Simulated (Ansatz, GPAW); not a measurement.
Given: the input of a run of Ansatz 0.2.0 on Fe. 

File input.yaml:

```yaml
crystal:
  lattice:
    - [-1.443, 1.443, 1.443]
    - [1.443, -1.443, 1.443]
    - [1.443, 1.443, -1.443]
  atoms:
    - { symbol: Fe, position: [0.0, 0.0, 0.0], spin: 3.0 }
kpoints:
  mp_grid: { grid: [13, 13, 13] }
scf:
  occupations: { method: gaussian, width: 0.024 }
hamiltonian:
  xc: pbe
  pseudopotentials: { kind: all_electron, lapw: { basis_error: 0.001 } }
magnetization:
  spin_polarized: true
output:
  forces: true
  stress: true
  eigenvalues: true
```

Potentials or basis: all-electron LAPW, scalar-relativistic.

Launch:

```sh
$ ansatz run input.yaml --threads 2 --pin off --max-ram 6144MiB --backend cpu --events-out ev --progress --plain --runs-dir out
```

Q: What does the same run look like in GPAW 26.7.0 (ASE script)? Potentials or basis there: GPAW PAW data sets (gpaw-data 1.2.1), cutoff 600 eV.

A: As run (cutoffs and basis follow the program's own potentials, and thresholds, step limits or extra output files can differ):

The input run.py:

```python
from ase.dft.bandgap import bandgap
from ase.io import read, write
from ase.units import GPa
from gpaw import GPAW, PW

atoms = read('POSCAR')
atoms.set_initial_magnetic_moments([3.0])

calc = GPAW(mode=PW(600),
            xc='PBE',
            kpts={'size': (13, 13, 13), 'gamma': True},
            occupations={'name': 'methfessel-paxton', 'order': 0, 'width': 0.024},
            nbands=12,
            convergence={'density': 1e-05, 'energy': 1e-05},
            maxiter=150,
            txt='gpaw.txt')
atoms.calc = calc
energy = atoms.get_potential_energy()
forces = atoms.get_forces()
stress = atoms.get_stress()
calc.write('gs.gpw')
write('result.traj', atoms)
print(f'Energy: {energy:.6f} eV')
print('Forces (eV/A):')
print(forces.round(4))
print('Stress (GPa):', (stress / GPa).round(3))
print('Moments:', calc.get_magnetic_moments().round(3))
print('Fermi level:', round(calc.get_fermi_level(), 4), 'eV')
print(f'Gap: {bandgap(calc)[0]:.4f} eV, direct: {bandgap(calc, direct=True)[0]:.4f} eV')
```

POSCAR

```
Fe
1.0
   -1.4430000000      1.4430000000      1.4430000000
    1.4430000000     -1.4430000000      1.4430000000
    1.4430000000      1.4430000000     -1.4430000000
Fe
1
Direct
    0.0000000000      0.0000000000      0.0000000000
```

Potentials or basis: GPAW PAW data sets (gpaw-data 1.2.1), pw.

Run with:

```console
$ OMP_NUM_THREADS=1 python run.py
```

Both were run:

|  | Ansatz | GPAW |
| --- | --- | --- |
| Pressure | -9.8 GPa | -7.9 GPa |
| Net moment | 2.24 μB per cell | 2.25 μB per cell |

Where Ansatz's input types no cutoff or centring, it takes its own default and a Γ-centred mesh.

The magnetic state is the one that the start led to; the real crystal's order can differ.

Pressure is positive in compression.
